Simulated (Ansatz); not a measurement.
Runs of Ansatz 0.2.0 on Sn. The structure is tetragonal, space group I4/mmm (No. 139). Conventional cell: a = 4.058 Å, b = 4.058 Å, c = 3.322 Å, α = 90.00°, β = 90.00°, γ = 90.00°. Sn (site symmetry 4/mmm) has 10 Sn at 3.32 Å as nearest neighbours. This isn't the form of Sn at room conditions, which is tetragonal (white tin).

```csv
task,level,cell,smearing,gap on the mesh (eV),pressure (GPa),relaxed volume (Å³/atom)
single point,PBE,as given,gaussian 0.027 eV,none,0.8,-
relaxation of cell and atoms,RPBE+D3(BJ),relaxed,fermi-dirac 0.05 eV,none,0.0,20.68
relaxation of cell and atoms,revPBE+D4,relaxed,fermi-dirac 0.05 eV,none,0.0,(a)
relaxation of cell and atoms,RPBE+D4,relaxed,fermi-dirac 0.05 eV,none,0.0,26.28
single point,PBE,as given,gaussian 0.028 eV,none,0.8,-
```

Alike in all rows: potentials or basis Ansatz PAW; no spin polarisation; k mesh 10 × 10 × 10; cutoff (eV) 420.

Q: Estimate the missing entries.

A: (a) 26.38.

Caveats: the plane-wave basis is chosen anew once the cell has moved, so the energies of steps on either side of that aren't comparable (some runs); pairwise dispersion overbinds metals, which lowers pressure and volume (some runs); the PAW data sets come from PBE, with cores solved anew for the run's functional, which leaves a small shift of forces and pressure (some runs); the volume moved by over 15 % at a fixed basis, so the end points are rough (some runs).

A k mesh can miss the band edges, and the runs leave out spin-orbit coupling on Sn.

A gap of «none» marks a metal or a gap under the smearing width.
